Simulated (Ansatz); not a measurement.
Te2Mo — Mo-97 NMR of the central transition

Cell: a COD entry, ions relaxed with PBE at fixed cell.

Space group P6_3/mmc (No. 194); a = 3.5182, c = 13.9736 Å, γ = 120.00°.

```csv
site,Wyckoff,site symmetry,x,y,z
Te,4f,3m.,0.3333,0.6667,0.6201
Mo,2c,-6m2,0.3333,0.6667,0.2500
```

One atom of each set is listed.

All values are calculated (Ansatz; DFT, PBE, plane waves and PAW, with spin–orbit coupling, 420 eV cutoff, Γ-centred 14×14×3 k-points, Fermi–Dirac smearing 0.02 eV), not measured.

Mo-97 has I = 5/2 and Q = 255.0 mb (Pyykkö 2018); at 16.4 T its Larmor frequency is ν₀ = 46.7 MHz (from the bare nuclear moment; shielding lowers the observed one by a per cent or two). Only the quadrupole interaction is simulated: positions count from each site's isotropic chemical shift, and shift anisotropy, dipolar and J coupling are left out.

Task: Simulate the second-order pattern (static powder, Gaussian broadening 40 kHz) of site Mo (6 Te at 2.72 Å).

Result: The calculation gives C_Q = -39.4 MHz and η = 0.00, so ν_Q = 5.91 MHz and the centre of gravity lies at -4279 ppm (-200 kHz).

(offset (kHz), height): (-730.2, 0), (-692.5, 23), (-654.8, 100), (-617.0, 71), (-579.3, 51), (-541.6, 42), (-503.9, 38), (-466.2, 34), (-428.5, 32), (-390.8, 30), (-353.1, 29), (-315.4, 28), (-277.6, 27), (-239.9, 27), (-202.2, 26), (-164.5, 26), (-126.8, 26), (-89.1, 25), (-51.4, 25), (-13.7, 24), (24.1, 20), (61.8, 20), (99.5, 22), (137.2, 23), (174.9, 24), (212.6, 26), (250.3, 30), (288.0, 36), (325.7, 50), (363.5, 71), (401.2, 16), (438.9, 0)

An axis of threefold or higher order runs through Mo, so V_zz lies along it and η is zero.
